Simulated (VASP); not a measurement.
The system is Ta2N.

```
Ta N
1.0
     3.11286    0.00000    0.00000
    -1.55643    2.69582    0.00000
     0.00000    0.00000    4.86984
Ta N
2 1
Direct
  0.35814 0.66415 0.26111
  0.67420 0.31468 0.74086
  0.00672 0.01860 0.00016
```

The cell comes from a database or a generator and needn't be the stable form of this composition.

| Item | Value |
| --- | --- |
| Program | VASP 6.6.1 |
| Task | relaxation of cell and atoms |
| Functional | RPBE |
| Potentials or basis | VASP PAW PBE potentials, release 64 (Ta_pv, N) |
| Cutoff | 600 eV |
| k mesh | 10 × 10 × 6 |
| Occupations | gaussian, width 0.001 eV |
| Spin | no spin polarisation |

At the start: pressure 3.1 GPa; volume 13.62 Å³/atom.

How do energy, volume and symmetry change on relaxing?

Over 15 steps the energy falls by 27.2 meV/atom and the volume is 13.76 Å³/atom (+1.0 %); space group P-3m1 (No. 164, to 0.05 Å).

The path:
| step | energy change (eV) | largest force (eV/Å) | pressure (GPa) | volume (Å³) |
| --- | --- | --- | --- | --- |
| 1 | 0.0000 | 1.1846 | 3.11 | 40.87 |
| 2 | -0.0497 | 0.2347 | -7.16 | 42.44 |
| 3 | -0.0561 | 0.4518 | -4.77 | 42.03 |
| 4 | -0.0525 | 0.5815 | 5.56 | 40.57 |
| 5 | -0.0797 | 0.1366 | -0.03 | 41.30 |
| 6 | -0.0814 | 0.0319 | 0.14 | 41.24 |
| 7 | -0.0814 | 0.0326 | 0.12 | 41.25 |
| 8 | -0.0814 | 0.0334 | 0.14 | 41.25 |
| 9 | -0.0810 | 0.0714 | 0.04 | 41.27 |
| 10 | -0.0814 | 0.0325 | 0.12 | 41.25 |
| 11 | -0.0815 | 0.0178 | -0.18 | 41.30 |
| 12 | -0.0815 | 0.0223 | -0.15 | 41.29 |
| 13 | -0.0815 | 0.0077 | 0.10 | 41.25 |
| 14 | -0.0815 | 0.0104 | 0.05 | 41.26 |
| 15 | -0.0815 | 0.0073 | 0.00 | 41.27 |

Final structure:
```yaml
crystal:
  lattice:
    - [3.10813, -0.00284, -0.00738]
    - [-1.55650, 2.69861, -0.00154]
    - [-0.01180, -0.00947, 4.92288]
  atoms:
    - { symbol: Ta, position: [0.35304, 0.66976, 0.25660] }
    - { symbol: Ta, position: [0.67311, 0.32863, 0.74485] }
    - { symbol: N, position: [0.01291, 0.99904, 0.00068] }
```

Caveat: the PAW data sets were made with another functional, which shifts forces and pressure a little.
